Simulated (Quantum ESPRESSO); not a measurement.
# Pt (Fm-3m) in Quantum ESPRESSO: notebook, part 3 of 3

Quantum ESPRESSO 7.5.

## (4) Phonons, vdW-DF-cx

File pw.in:

```
&CONTROL
  calculation = 'scf'
  prefix = 'pwscf'
  outdir = './tmp'
  pseudo_dir = './pseudo'
  tprnfor = .true.
  tstress = .true.
  disk_io = 'low'
/
&SYSTEM
  ibrav = 0
  A = 2.77313137
  nat = 1
  ntyp = 1
  ecutwfc = 45
  ecutrho = 360
  nbnd = 14
  input_dft = 'vdw-df-cx'
  occupations = 'smearing'
  smearing = 'mv'
  degauss = 0.01469973
/
&ELECTRONS
  conv_thr = 2d-10
  electron_maxstep = 120
  mixing_beta = 0.5
/
ATOMIC_SPECIES
Pt   195.0840 pt_pbe_v1.4.uspp.F.UPF
CELL_PARAMETERS alat
   0.0000000000    0.7071067823    0.7071067823
   0.7071067823    0.0000000000    0.7071067823
   0.7071067823    0.7071067823    0.0000000000
ATOMIC_POSITIONS alat
Pt     0.0000000000    0.0000000000    0.0000000000
K_POINTS automatic
10 10 10 0 0 0
```

File relax.in:

```
&CONTROL
  calculation = 'vc-relax'
  prefix = 'pwscf'
  outdir = './tmp'
  pseudo_dir = './pseudo'
  tprnfor = .true.
  tstress = .true.
  disk_io = 'low'
  nstep = 40
  forc_conv_thr = 0.0001
  etot_conv_thr = 1d-06
/
&SYSTEM
  ibrav = 0
  A = 2.77313137
  nat = 1
  ntyp = 1
  ecutwfc = 45
  ecutrho = 360
  nbnd = 14
  input_dft = 'vdw-df-cx'
  occupations = 'smearing'
  smearing = 'mv'
  degauss = 0.01469973
/
&ELECTRONS
  conv_thr = 2d-10
  electron_maxstep = 120
  mixing_beta = 0.5
/
&IONS
  ion_dynamics = 'bfgs'
/
&CELL
  cell_dynamics = 'bfgs'
  press = 0
  press_conv_thr = 0.2
/
ATOMIC_SPECIES
Pt   195.0840 pt_pbe_v1.4.uspp.F.UPF
CELL_PARAMETERS alat
   0.0000000000    0.7071067823    0.7071067823
   0.7071067823    0.0000000000    0.7071067823
   0.7071067823    0.7071067823    0.0000000000
ATOMIC_POSITIONS alat
Pt     0.0000000000    0.0000000000    0.0000000000
K_POINTS automatic
10 10 10 0 0 0
```

File scf2.in:

```
&CONTROL
  calculation = 'scf'
  prefix = 'pwscf'
  outdir = './tmp'
  pseudo_dir = './pseudo'
  tprnfor = .true.
  tstress = .true.
  disk_io = 'low'
/
&SYSTEM
  ibrav = 0
  A = 2.77229594
  nat = 1
  ntyp = 1
  ecutwfc = 45
  ecutrho = 360
  nbnd = 14
  input_dft = 'vdw-df-cx'
  occupations = 'smearing'
  smearing = 'mv'
  degauss = 0.01469973
/
&ELECTRONS
  conv_thr = 1d-13
  electron_maxstep = 120
  mixing_beta = 0.5
  startingpot = 'file'
  startingwfc = 'file'
/
ATOMIC_SPECIES
Pt   195.0840 pt_pbe_v1.4.uspp.F.UPF
CELL_PARAMETERS alat
   0.0000000000    0.7071067801    0.7071067801
   0.7071067801    0.0000000000    0.7071067801
   0.7071067801    0.7071067801    0.0000000000
ATOMIC_POSITIONS alat
Pt     0.0000000000    0.0000000000    0.0000000000
K_POINTS automatic
10 10 10 0 0 0
```

File ph.in:

```
phonons of Pt
&INPUTPH
  prefix = 'pwscf'
  outdir = './tmp'
  tr2_ph = 1d-18
  fildyn = 'dyn'
  niter_ph = 90
  alpha_mix(1) = 0.4
/
0.3535533906 0.7071067812 -0.0000000000
```

Potentials or basis: GBRV 1.5 PBE.

The run is started by

```sh
$ OMP_NUM_THREADS=1 pw.x -in pw.in > pw.out
$ OMP_NUM_THREADS=1 pw.x -in relax.in > relax.out
$ OMP_NUM_THREADS=1 pw.x -in scf2.in > scf2.out
$ OMP_NUM_THREADS=1 ph.x -in ph.in > ph.out
```

pw.out:

```text
This program is part of the open-source Quantum ESPRESSO suite
     for quantum simulation of materials; please cite
         "P. Giannozzi et al., J. Phys.:Condens. Matter 21 395502 (2009);
         "P. Giannozzi et al., J. Phys.:Condens. Matter 29 465901 (2017);
         "P. Giannozzi et al., J. Chem. Phys. 152 154105 (2020);
     in publications or presentations arising from this work. More details at

     IMPORTANT: XC functional enforced from input :
     Exchange-correlation= VDW-DF-CX
                           (   1   4  27   0   1   0   0)
     Any further DFT definition will be discarded
     Please, verify this is what you really want

     Message from routine setup:
     using ibrav=0 with symmetry is DISCOURAGED, use correct ibrav instead

     G-vector sticks info
     --------------------
     sticks:   dense  smooth     PW     G-vecs:    dense   smooth      PW
     Sum         673     349    121                11791     4111     869

     Using Slab Decomposition

     bravais-lattice index     =            0
     lattice parameter (alat)  =       5.2405  a.u.
     unit-cell volume          =     101.7637 (a.u.)^3
     number of atoms/cell      =            1
     number of atomic types    =            1
     number of electrons       =        16.00
     number of Kohn-Sham states=           14
     kinetic-energy cutoff     =      45.0000  Ry
     charge density cutoff     =     360.0000  Ry
     scf convergence threshold =      2.0E-10
     mixing beta               =       0.5000
     number of iterations used =            8  plain     mixing
     Exchange-correlation= VDW-DF-CX
                           (   1   4  27   0   1   0   0)

     celldm(1)=   5.240459  celldm(2)=   0.000000  celldm(3)=   0.000000
     celldm(4)=   0.000000  celldm(5)=   0.000000  celldm(6)=   0.000000

     crystal axes: (cart. coord. in units of alat)
               a(1) = (   0.000000   0.707107   0.707107 )
               a(2) = (   0.707107   0.000000   0.707107 )
               a(3) = (   0.707107   0.707107   0.000000 )

     reciprocal axes: (cart. coord. in units 2 pi/alat)
[... 99 lines left out ...]
     % If you are calculating stress with vdW-DF, please also cite:         %
     %                                                                      %
     %   R. Sabatini et al., J. Phys.: Condens. Matter 24, 424209 (2012).   %
     %                                                                      %
     %%%%%%%%%%%%%%%%%%%%%%%%%%%%%%%%%%%%%%%%%%%%%%%%%%%%%%%%%%%%%%%%%%%%%%%%

     %%%%%%%%%%%%%%%%%%%%%%%%%%%%%%%%%%%%%%%%%%%%%%%%%%%%%%%%%%%%%%%%%%%%%%%%
     %                                                                      %
     %  vdW-DF NEWS:                                                        %
     %                                                                      %
     %  * vdW-DF3 is now available. DOI: 10.1021/acs.jctc.0c00471           %
     %    use with input_dft = 'vdW-DF3-opt1' or 'vdW-DF3-opt2'             %
     %                                                                      %
     %  * Unscreened and range-separated hybrid vdW-DF-cx functionals       %
     %    DOI: 10.1063/1.4986522 and 10.1088/1361-648X/ac2ad2               %
     %    use with input_dft = 'vdW-DF-cx0'    and 'vdW-DF-ahcx'            %
     %  * Unscreened and range-separated hybrid vdW-DF2-b86r functionals    %
     %    DOI: 10.1063/1.4986522 and DOI: 10.1103/PhysRevX.12.041003        %
     %    use with input_dft = 'vdW-DF2-br0' and 'vdW-DF2-ahbr'             %
     %                                                                      %
     %%%%%%%%%%%%%%%%%%%%%%%%%%%%%%%%%%%%%%%%%%%%%%%%%%%%%%%%%%%%%%%%%%%%%%%%

     Starting wfcs are   12 randomized atomic wfcs +    2 random wfcs

     Self-consistent Calculation

     iteration #  1     ecut=    45.00 Ry     beta= 0.50
     Davidson diagonalization with overlap
     ethr =  1.00E-02,  avg # of iterations =  4.4

     negative rho (up, down):  1.756E-01 0.000E+00
[... 58 lines left out ...]
     iteration #  8     ecut=    45.00 Ry     beta= 0.50
     Davidson diagonalization with overlap
     ethr =  7.63E-12,  avg # of iterations =  2.1

     negative rho (up, down):  1.759E-01 0.000E+00

     End of self-consistent calculation

          k = 0.0000 0.0000 0.0000 (   531 PWs)   bands (ev):

   -30.0888 -30.0888 -30.0888  12.1900  18.5797  18.5797  18.5797  20.7424
    20.7424  37.0891  41.9785  41.9785  41.9785  47.4282

          k = 0.0707 0.0707-0.0707 (   534 PWs)   bands (ev):
[... 146 lines left out ...]
   -30.5399 -30.2687 -30.2687  15.3008  15.7554  22.3893  22.8768  22.8768
    24.2147  31.2599  33.8060  33.8060  42.5791  45.9263

          k = 0.2828 0.1414 0.0000 (   527 PWs)   bands (ev):

   -30.3011 -30.1717 -30.1315  14.5545  17.5461  18.9625  19.6745  20.0946
    21.5881  37.4764  39.4097  41.6631  42.1970  46.9629

          k = 0.3536 0.2121-0.0707 (   518 PWs)   bands (ev):
[... 71 lines left out ...]
   -30.4471 -30.3633 -30.2717  16.5220  17.0959  18.7106  20.6296  22.8803
    29.3938  29.5977  31.8487  34.4895  46.2185  47.9370

     the Fermi energy is    22.3990 ev

!    total energy              =    -210.38779905 Ry
     estimated scf accuracy    <          9.5E-12 Ry
     smearing contrib. (-TS)   =       0.00008790 Ry
     internal energy E=F+TS    =    -210.38788695 Ry

     The total energy is F=E-TS. E is the sum of the following terms:
     one-electron contribution =     -19.90463719 Ry
     hartree contribution      =      24.49872098 Ry
     xc contribution           =     -56.60868338 Ry
     ewald contribution        =    -158.37328736 Ry

     convergence has been achieved in   8 iterations

     negative rho (up, down):  1.759E-01 0.000E+00

     Forces acting on atoms (cartesian axes, Ry/au):

     atom    1 type  1   force =     0.00000000    0.00000000    0.00000000

     Total force =     0.000000     Total SCF correction =     0.000000

     Computing stress (Cartesian axis) and pressure

     negative rho (up, down):  1.759E-01 0.000E+00
          total   stress  (Ry/bohr**3)                   (kbar)     P=       -2.62
  -0.00001779  -0.00000000   0.00000000           -2.62       -0.00        0.00
  -0.00000000  -0.00001779  -0.00000000           -0.00       -2.62       -0.00
  -0.00000000  -0.00000000  -0.00001779           -0.00       -0.00       -2.62

=------------------------------------------------------------------------------=
   JOB DONE.
=------------------------------------------------------------------------------=
```

relax.out:

```text
This program is part of the open-source Quantum ESPRESSO suite
     for quantum simulation of materials; please cite
         "P. Giannozzi et al., J. Phys.:Condens. Matter 21 395502 (2009);
         "P. Giannozzi et al., J. Phys.:Condens. Matter 29 465901 (2017);
         "P. Giannozzi et al., J. Chem. Phys. 152 154105 (2020);
[... 1682 lines left out ...]
  -0.00000000  -0.00000053  -0.00000000           -0.00       -0.08       -0.00
  -0.00000000  -0.00000000  -0.00000053           -0.00       -0.00       -0.08

=------------------------------------------------------------------------------=
   JOB DONE.
=------------------------------------------------------------------------------=
```

scf2.out:

```text
This program is part of the open-source Quantum ESPRESSO suite
     for quantum simulation of materials; please cite
         "P. Giannozzi et al., J. Phys.:Condens. Matter 21 395502 (2009);
         "P. Giannozzi et al., J. Phys.:Condens. Matter 29 465901 (2017);
         "P. Giannozzi et al., J. Chem. Phys. 152 154105 (2020);
[... 451 lines left out ...]
  -0.00000000  -0.00000050  -0.00000000           -0.00       -0.07       -0.00
  -0.00000000  -0.00000000  -0.00000050           -0.00       -0.00       -0.07

=------------------------------------------------------------------------------=
   JOB DONE.
=------------------------------------------------------------------------------=
```

Wall time 7.8 min (1 thread of Arm Neoverse V1, shared host); peak memory 0.1 GiB.

Results:

| Quantity | Value |
| --- | --- |
| Free energy | -2862.4718 eV |
| Relaxed volume | 15.07 Å³/atom |
| Relaxed cell | a = 2.772 Å, b = 2.772 Å, c = 2.772 Å, α = 60.00°, β = 60.00°, γ = 60.00° |
| Space group after relaxing (to 0.05 Å) | Fm-3m (No. 225) |
| Pressure after relaxing | 0.0 GPa |
| Band gap on the k mesh | none (metal or under the smearing width) |
| Highest phonon frequency at the q point run | 202 cm⁻¹ |

Final structure:
```
CELL_PARAMETERS angstrom
0.00000 1.96031 1.96031
1.96031 0.00000 1.96031
1.96031 1.96031 0.00000
ATOMIC_POSITIONS crystal
Pt 0.00000 0.00000 0.00000
```

Levels at points of the mesh, in eV from the Fermi level:
| k point | band 6 | band 7 | band 8 | band 9 | band 10 | band 11 |
| --- | --- | --- | --- | --- | --- | --- |
| (0.00, 0.00, 0.00) | -3.82 | -3.82 | -1.66 | -1.66 | 14.69 | 19.58 |
| (0.00, 0.00, -0.50) | -3.89 | -0.44 | 0.02 | 0.02 | 5.84 | 14.25 |
| (0.00, -0.50, -0.50) | -0.01 | 0.48 | 0.48 | 1.81 | 8.87 | 11.41 |

Phonon frequencies in cm⁻¹ (negative: imaginary):
```csv
q point,frequencies
"(0.500, 0.250, 0.750)",149 202 202
```

Phonon modes at q = (0.500, 0.250, 0.750) in reciprocal lattice units:
```
mode  symmetry  cm⁻¹
   1       B_2   149
   2         E   202
   3         E   202
```

Caveat: the mesh is thin for the phonons of a metal; the potentials were made for another functional, which shifts forces and pressure; the q point doesn't lie on the k mesh, which can shift a metal's frequencies strongly unless the mesh is converged.

## (5) The runs side by side

```csv
level,gap on the mesh (eV),pressure (GPa)
PW91,none,0.1
revPBE,none,0.2
vdW-DF-cx,none,0.0
```

Alike in all rows: task phonons; potentials or basis GBRV 1.5 PBE; no spin polarisation; cell relaxed; k mesh 10 × 10 × 10; cutoff (eV) 612; smearing cold 0.2 eV.

Caveats: the mesh is thin for the phonons of a metal; the potentials were made for another functional, which shifts forces and pressure; the q point doesn't lie on the k mesh, which can shift a metal's frequencies strongly unless the mesh is converged.

Absolute energies hang on the potentials; compare differences alone.
